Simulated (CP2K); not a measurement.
The system is GaAs.

```xyz
2
Lattice="3.9978 0.0000 0.0000 1.9989 3.4622 0.0000 1.9989 1.1541 3.2642" Properties=species:S:1:pos:R:3 pbc="T T T"
As    5.9967    3.4622    2.4481
Ga    0.0000    0.0000    0.0000
```

Base run:

```yaml
Program: CP2K 2026.2
Functional: PBE
Potentials_or_basis: GTH_POTENTIALS As GTH-PBE-q5, Ga GTH-PBE-q13; DZVP-MOLOPT-SR-GTH basis
Density_cutoff: 6123 eV
k_mesh: 8 × 8 × 8
Occupations: fermi-dirac, width 0.05 eV
Spin: no spin polarisation
```

Its results: band gap on the k mesh 0.50 eV, direct; pressure 4.2 GPa.

Problem. The run is repeated on the same cell with these changes: functional from PBE to PBEsol; k mesh from 8 × 8 × 8 to 6 × 6 × 6. What comes out?

Solution. Band gap on the k mesh 0.39 eV, direct; pressure 1.9 GPa.

Several settings changed at once, so the effect can't be laid on one alone.

Caveats: the basis of atomic orbitals isn't converged, which shifts pressures, moduli and gaps; the real-space grid breaks the cell's symmetry a little (some runs); the potentials were made for another functional, which shifts forces and pressure (some runs).
